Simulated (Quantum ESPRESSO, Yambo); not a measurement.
Planning a run of Yambo 5.3.0 on SiC (Moissanite). The input:

```
HF_and_locXC
gw0
dyson
ppa
em1d
rim_cut
RandQpts= 1000000
RandGvec= 1 RL
EXXRLvcs= 74 Ry
VXCRLvcs= 296 Ry
Chimod= "HARTREE"
% BndsRnXp
 1 | 180 |
%
NGsBlkXp= 15.5 Ry
% LongDrXp
 1 | 1 | 1 |
%
% GbndRnge
 1 | 180 |
%
DysSolver= "n"
ExtendOut
PPAPntXp= 27.21138 eV
% QPkrange
 1 | 10 | 1 | 14 |
%
GfnQPdb= "E < ./gw4_fix/ndb.QP"
XfnQPdb= "E < ./gw4_fix/ndb.QP"
```

```sh
OMP_NUM_THREADS=1 mpirun -n 4 yambo -F gw5.in -J gw5 -C gw5 > gw5.log
```

The stored states that it reads are on a 3×3×4 mesh. Symmetry: P6_3mc, No. 186, hexagonal system. Conventional cell: a = 3.076 Å, b = 3.076 Å, c = 5.048 Å, α = 90.00°, β = 90.00°, γ = 120.00°. Nearest to Si lie 4 C at 1.88 to 1.90 Å. Nearest to C lie 4 Si at 1.88 to 1.90 Å. Farther neighbours are not listed.

Q: Estimate wall time and host memory on 4 MPI ranks of Arm Neoverse V1, shared host.

It took 15 min; on shared hardware allow 7.6 min to 30 min. Peak host memory was 1.6 GiB.

The screening grows as filled bands × empty bands × pairs of k points, times the square of the screening basis for the matrix.

[Paths, hosts, dates, memory and timing lines, banners, echoed tables and standing remarks are left out of the program output.]

[Logs are printed without paths, hosts, clocks, repeated set-up lines and the standing remarks that a program may print on its own settings, such as how far it seeks lower states.]

[Runs of the session that timed out or met a known fault of the program may be left out.]

[Hosts, paths, dates, database ids (printed as entryN), source tags and the programs' standing remarks are cut or masked in the printed files.]
